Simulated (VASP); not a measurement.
# TiN (Osbornite) (Fm-3m) in VASP: relaxation of cell and atoms with PBEsol

Aim: the relaxation of cell and atoms of TiN (Osbornite) with PBEsol.

All numbers are computed with VASP 6.6.1; they aren't measurements. Logs are shortened: lines on timing, memory, paths and dates and some standing lists are left out, and cuts for length are marked.

### Step 1. The structure

Symmetry: Fm-3m, No. 225, cubic system. The conventional cell has a = 4.206 Å, b = 4.206 Å, c = 4.206 Å, α = 90.00°, β = 90.00°, γ = 90.00°. Ti (site symmetry m-3m) has 6 N at 2.10 Å as nearest neighbours. N (site symmetry m-3m) is surrounded by 6 Ti at 2.10 Å.

### Step 2. Relaxation of cell and atoms, PBEsol

INCAR

```
SYSTEM = TiN
  ALGO = Normal
  EDIFF = 1E-7
  EDIFFG = -0.005
  ENCUT = 600
  GGA = PS
  IBRION = 2
  ISIF = 3
  ISMEAR = 1
  KPAR = 4
  LASPH = .True.
  LCHARG = .False.
  LREAL = .False.
  LWAVE = .False.
  NELM = 80
  NSW = 90
  PREC = Accurate
  SIGMA = 0.1
```

KPOINTS

```
k-points
0
Gamma
  16 16 16
  0 0 0
```

POSCAR

```
TiN                                     
1.0
   -0.0000000000      2.1029354746      2.1029354746
    2.1029354746      0.0000000000      2.1029354746
    2.1029354746      2.1029354746     -0.0000000000
  Ti              N             
     1     1
Direct
     0.0000000000000000    0.0000000000000000    0.0000000000000000
     0.5000000000000000    0.5000000000000000    0.5000000000000000
```

Potentials or basis: VASP PAW PBE potentials, release 64 (Ti_sv, N).

Launch:

```sh
cat potpaw_PBE.64/Ti_sv/POTCAR potpaw_PBE.64/N/POTCAR > POTCAR
mpirun -np 4 vasp_std > vasp.out
```

OUTCAR:

```text
SYSTEM = TiN
   EDIFF = 1E-7
   EDIFFG = -0.005
   ENCUT = 600
   GGA = PS
   IBRION = 2
   ISIF = 3
   ISMEAR = 1
   LASPH = .True.
   LREAL = .False.
   NELM = 80
   NSW = 90
   PREC = Accurate

 ion  position               nearest neighbor table
   1  0.000  0.000  0.000-   2 2.10   2 2.10   2 2.10   2 2.10   2 2.10   2 2.10
   2  0.500  0.500  0.500-   1 2.10   1 2.10   1 2.10   1 2.10   1 2.10   1 2.10

  LATTYP: Found a face centered cubic cell.
 ALAT       =     4.2058709492

  Lattice vectors:

 A1 = (   0.0000000000,   2.1029354746,   2.1029354746)
 A2 = (   2.1029354746,   0.0000000000,   2.1029354746)
 A3 = (   2.1029354746,   2.1029354746,   0.0000000000)

Analysis of symmetry for initial positions (statically):
=====================================================================
 Subroutine PRICEL returns:
 Original cell was already a primitive cell.

 Routine SETGRP: Setting up the symmetry group for a
 face centered cubic supercell.

 Subroutine GETGRP returns: Found 48 space group operations
 (whereof 48 operations were pure point group operations)
 out of a pool of 48 trial point group operations.

The static configuration has the point symmetry O_h .

Analysis of symmetry for dynamics (positions and initial velocities):
=====================================================================
 Subroutine PRICEL returns:
 Original cell was already a primitive cell.

 Routine SETGRP: Setting up the symmetry group for a
 face centered cubic supercell.

 Subroutine GETGRP returns: Found 48 space group operations
 (whereof 48 operations were pure point group operations)
 out of a pool of 48 trial point group operations.

The dynamic configuration has the point symmetry O_h .

 Subroutine INISYM returns: Found 48 space group operations
 (whereof 48 operations are pure point group operations),
 and found     1 'primitive' translations

----------------------------------------------------------------------------------------

                                     Primitive cell

  volume of cell :      18.5998

  direct lattice vectors                    reciprocal lattice vectors
     0.000000000  2.102935475  2.102935475    -0.237762882  0.237762882  0.237762882
     2.102935475  0.000000000  2.102935475     0.237762882 -0.237762882  0.237762882
     2.102935475  2.102935475  0.000000000     0.237762882  0.237762882 -0.237762882

  length of vectors
     2.973999869  2.973999869  2.973999869     0.411817393  0.411817393  0.411817393

  position of ions in fractional coordinates (direct lattice)
     0.000000000  0.000000000  0.000000000
     0.500000000  0.500000000  0.500000000

  ion indices of the primitive-cell ions
   primitive index   ion index
                 1           1
                 2           2

----------------------------------------------------------------------------------------

 KPOINTS: k-points

Automatic generation of k-mesh.
 Grid dimensions read from file:
 generate k-points for:   16   16   16

 Generating k-lattice:

  Cartesian coordinates                     Fractional coordinates (reciprocal lattice)
    -0.014860180  0.014860180  0.014860180     0.062500000  0.000000000  0.000000000
     0.014860180 -0.014860180  0.014860180     0.000000000  0.062500000  0.000000000
     0.014860180  0.014860180 -0.014860180     0.000000000  0.000000000  0.062500000

  Length of vectors
     0.025738587  0.025738587  0.025738587

  Shift w.r.t. Gamma in fractional coordinates (k-lattice)
     0.000000000  0.000000000  0.000000000

 Subroutine IBZKPT returns following result:
 ===========================================

 Found    145 irreducible k-points:

 Following reciprocal coordinates:
            Coordinates               Weight
  0.000000  0.000000  0.000000      1.000000
  0.062500  0.000000  0.000000      8.000000
  0.125000  0.000000  0.000000      8.000000
  0.187500  0.000000  0.000000      8.000000
  0.250000  0.000000  0.000000      8.000000
  0.312500  0.000000  0.000000      8.000000
[... 16 lines left out ...]
 -0.125000  0.062500  0.000000     24.000000
 -0.062500  0.062500  0.000000     12.000000
 [... further k-points ...]
   k-points           NKPTS =    145   k-points in BZ     NKDIM =    145   number of bands    NBANDS=     12
   number of dos      NEDOS =    301   number of ions     NIONS =      2
   total plane-waves  NPLWV =  13824
   dimension x,y,z NGX =    24 NGY =   24 NGZ =   24
   dimension x,y,z NGXF=    48 NGYF=   48 NGZF=   48
   ions per type =               1   1
   NGX,Y,Z   is equivalent  to a cutoff of  13.42, 13.42, 13.42 a.u.
   NGXF,Y,Z  is equivalent  to a cutoff of  26.83, 26.83, 26.83 a.u.
 SYSTEM =  TiN
   PREC   = accura    normal or accurate (medium, high low for compatibility)
   ISTART =      0    job   : 0-new  1-cont  2-samecut
   ICHARG =      2    charge: 1-file 2-atom 10-const
   ISPIN  =      1    spin polarized calculation?
   LNONCOLLINEAR =      F non collinear calculations
   LSORBIT =      F    spin-orbit coupling
   LASPH  =      T    aspherical Exc in radial PAW
   ENCUT  =  600.0 eV  44.10 Ry    6.64 a.u.   5.94  5.94  5.94*2*pi/ulx,y,z
   NELM   =     80;   NELMIN=  2; NELMDL= -5     # of ELM steps
   EDIFF  = 0.1E-06   stopping-criterion for ELM
   LREAL  =      F    real-space projection
   EDIFFG = -.5E-02   stopping-criterion for IOM
   NSW    =     90    number of steps for IOM
   IBRION =      2    ionic relax: 0-MD 1-quasi-New 2-CG
   NFREE  =      1    steps in history (QN), initial steepest desc. (CG)
   ISIF   =      3    stress and relaxation
   ISYM   =      2    0-nonsym 1-usesym 2-fastsym
   POTIM  = 0.5000    time-step for ionic-motion
   TEBEG  =    0.0;   TEEND  =   0.0 temperature during run
   PSTRESS=    0.0 pullay stress
   NELECT =      17.0000    total number of electrons
   NUPDOWN=      -1.0000    fix difference up-down
   EMIN   =  10.00;   EMAX   =-10.00  energy-range for DOS
   EFERMI =   0.00;   METHOD = LEGACY
   ISMEAR =     1;   SIGMA  =   0.10  broadening in eV -4-tet -1-fermi 0-gaus
   EFERMI_NEDOS =   21; number of points for ismear=-14 and -15
   IALGO  =     38    algorithm
   IMIX   =      4    mixing-type and parameters
     AMIX     =   0.40;   BMIX     =  1.00
     AMIX_MAG =   1.60;   BMIX_MAG =  1.00
  volume/ion in A,a.u.               =       9.30        62.76
  Fermi-wavevector in a.u.,A,eV,Ry     =   1.588749  3.002300 34.342768  2.524122
  Thomas-Fermi vector in A             =   2.687704
   LORBIT       =      0    0 simple, 1 ext, 2 COOP (PROOUT), +10 PAW based schemes
   GGA     = PS    functional components
   LHFCALC =     F    Hartree Fock is set to
   AEXX    =    0.0000 exact exchange contribution
   IVDW    =     0    specifies the selected vdW correction
   LEPSILON=     F    determine dielectric tensor
   LRPA    =     F    only Hartree local field effects (RPA)
 conjugate gradient relaxation of ions
 non-spin polarized calculation
 Methfessel and Paxton  Order N= 1 SIGMA  =   0.10
  energy-cutoff  :      600.00
  volume of cell :       18.60
 maximum number of plane-waves:       636
   NGX = 11   NGY = 11   NGZ = 11

 number of electron      16.9999998 magnetization

 Free energy of the ion-electron system (eV)
  ---------------------------------------------------
  ext. energy  EPLUGINS =         0.00000000
  ---------------------------------------------------
  free energy    TOTEN  =       -20.78179960 eV

  energy without entropy =      -20.78040292  energy(sigma->0) =      -20.78133404

 E-fermi :  11.6677     XC(G=0): -13.3641

 val. band max:       11.6641519684   @ k =   0.3750   0.1250   0.0000
 cond. band min:      11.6687663760   @ k =  -0.1875   0.0625   0.0000
 fundamental gap:      0.0046144076
 Fermi energy:        11.6677090401

 k-point     1 :       0.0000    0.0000    0.0000
  band No.  band energies     occupation
      1     -45.9144      2.00000
      2     -21.9749      2.00000
      3     -21.9749      2.00000
      4     -21.9749      2.00000
      5      -5.5390      2.00000
      6       9.6067      2.00000
      7       9.6067      2.00000
      8       9.6067      2.00000
      9      11.0041      2.00000
     10      11.0041      2.00000
     11      11.0041      2.00000
     12      12.2525     -0.00000

 k-point     2 :       0.0625    0.0000    0.0000
  band No.  band energies     occupation
      1     -45.9102      2.00000
      2     -22.0040      2.00000
      3     -21.9773      2.00000
      4     -21.9773      2.00000
      5      -5.4582      2.00000
      6       9.1387      2.00000
      7       9.2540      2.00000
      8       9.2540      2.00000
      9      11.1272      2.00000
     10      11.1272      2.00000
     11      11.2523      2.00000
     12      12.6161     -0.00000

 k-point     3 :       0.1250    0.0000    0.0000
  band No.  band energies     occupation
      1     -45.8982      2.00000
      2     -22.0861      2.00000
      3     -21.9840      2.00000
      4     -21.9840      2.00000
      5      -5.2237      2.00000
      6       8.1877      2.00000
      7       8.5671      2.00000
      8       8.5671      2.00000
      9      11.3810      2.00039
     10      11.3810      2.00039
     11      11.6331      1.54866
     12      13.4392     -0.00000
[... 286 lines left out ...]
 k-point    23 :      -0.1250    0.0625    0.0000
  band No.  band energies     occupation
      1     -45.8894      2.00000
      2     -22.1339      2.00000
      3     -22.0094      2.00000
      4     -21.9798      2.00000
      5      -5.0541      2.00000
      6       7.5844      2.00000
      7       8.0552      2.00000
      8       8.4695      2.00000
      9      11.3319      2.00002
     10      11.7061      0.39991
     11      11.9763     -0.00011
     12      13.3128     -0.00000

 k-point    24 :      -0.0625    0.0625    0.0000
  band No.  band energies     occupation
      1     -45.9034      2.00000
      2     -22.0443      2.00000
      3     -21.9926      2.00000
      4     -21.9760      2.00000
      5      -5.3276      2.00000
      6       8.4982      2.00000
      7       8.7232      2.00000
      8       9.0446      2.00000
      9      11.1264      2.00000
     10      11.4369      2.00524
     11      11.5493      2.07038
     12      12.7133     -0.00000

 [... further k-points ...]
[... 5 lines left out ...]
  --------------------------------------------------------------------------------------
  -------------------------------------------------------------------------------------
  Total       -0.0056492     -0.0056492     -0.0056492      0.0000000      0.0000000      0.0000000
  in kB       -0.4866217     -0.4866217     -0.4866217      0.0000000      0.0000000      0.0000000
  external PRESSURE =      -0.4866217 kB  Pullay stress =       0.0000000 kB

 VOLUME and BASIS-vectors are now :
 -----------------------------------------------------------------------------
  energy-cutoff  :      600.00
  volume of cell :       18.60
      direct lattice vectors                 reciprocal lattice vectors
     0.000000000  2.102935475  2.102935475    -0.237762882  0.237762882  0.237762882
     2.102935475  0.000000000  2.102935475     0.237762882 -0.237762882  0.237762882
     2.102935475  2.102935475  0.000000000     0.237762882  0.237762882 -0.237762882

 POSITION                                       TOTAL-FORCE (eV/Angst)
 -----------------------------------------------------------------------------------
      0.00000      0.00000      0.00000        -0.000000     -0.000000     -0.000000
      2.10294      2.10294      2.10294         0.000000      0.000000      0.000000
 -----------------------------------------------------------------------------------
    total drift:                                0.000000     -0.000000     -0.000000

  FREE ENERGIE OF THE ION-ELECTRON SYSTEM (eV)
  ---------------------------------------------------
  free  energy   TOTEN  =       -20.7817995980 eV

  energy  without entropy=      -20.7804029240  energy(sigma->0) =      -20.78133404

 reached required accuracy - stopping structural energy minimisation
```

It took 9.1 s on 4 MPI ranks of AMD EPYC 9R45 (Zen 5), shared host; peak memory 0.14 GiB.

Results:

```yaml
Free_energy: -20.7818 eV
Pressure_after_relaxing: 0.0 GPa
Band_gap_on_the_k_mesh: none (metal or under the smearing width)
```

Final structure:
```xyz
2
Lattice="0.0000 2.1029 2.1029 2.1029 0.0000 2.1029 2.1029 2.1029 0.0000" Properties=species:S:1:pos:R:3 pbc="T T T"
Ti    0.0000    0.0000    0.0000
N     2.1029    2.1029    2.1029
```

Caveat: the relaxation stopped at its first step, so nothing moved; the PAW data sets were made with another functional, which shifts forces and pressure a little.
